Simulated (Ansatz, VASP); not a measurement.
Two plane-wave programs on C

Contents of INCAR:

```
SYSTEM = C
ALGO = Normal
DIPOL = 0.5 0.5 0.500
EDIFF = 1E-6
ENCUT = 520
GGA = PE
IDIPOL = 3
ISIF = 2
ISMEAR = 0
IVDW = 12
LASPH = .True.
LCHARG = .True.
LDIPOL = .True.
LELF = .True.
LREAL = .False.
LVACPOTAV = .True.
LVHAR = .True.
LWAVE = .False.
NBANDS = 11
NELM = 60
PREC = Accurate
SIGMA = 0.1
```

KPOINTS

```
k-points
0
Gamma
  9 9 1
  0 0 0
```

The input POSCAR:

```
C
1.0
    2.4649574482      0.0000000000      0.0000000000
   -1.2324787241      2.1347157694      0.0000000000
    0.0000000000      0.0000000000     26.0024170307
C
2
Direct
    0.6666666667      0.3333333333      0.4999767615
    0.3333333333      0.6666666667      0.5000232385
```

Input for Ansatz:

```yaml
crystal:
  lattice:
    - [2.4649574481, 0.0, 0.0]
    - [-1.2324787241, 2.1347157693, 0.0]
    - [0.0, 0.0, 26.0024170302]
  atoms:
    - { symbol: C, position: [0.6666666667, 0.3333333333, 0.4999767615] }
    - { symbol: C, position: [0.3333333333, 0.6666666667, 0.5000232385] }
  periodic: [true, true, false]
basis:
  ecutwfc: 420
kpoints:
  mp_grid: { grid: [9, 9, 1] }
hamiltonian:
  xc: pbe
  pseudopotentials: { kind: paw, azcp: { folder: soft_1 } }
  dispersion: d3bj
scf:
  occupations: { method: gaussian, width: 0.1 }
output:
  forces: true
  stress: true
  eigenvalues: true
```

Alike in both runs: task single point; functional PBE; dispersion D3(BJ); k mesh 9 × 9 × 1; occupations gaussian, width 0.1 eV; no spin polarisation.

```csv
,VASP,Ansatz
version,VASP 6.6.1,Ansatz 0.2.0
potentials or method,"VASP PAW PBE potentials, release 64 (C)","scalar-relativistic, plane waves, PAW"
plane-wave cutoff (eV),520,420
valence electrons in the cell,8,8
```

```tsv
	VASP	Ansatz	Ansatz less VASP
gap on the k mesh at the Fermi level (eV)	none	none	-
rms of the force components (eV/Å)	0.012	0.012	0.0000
work function, face that differs most (eV)	4.24	4.24	-0.001
```

Atom by atom the forces differ by 0.000 eV/Å (rms over components). A gap of «none» marks a metal or a gap that the smearing closes.
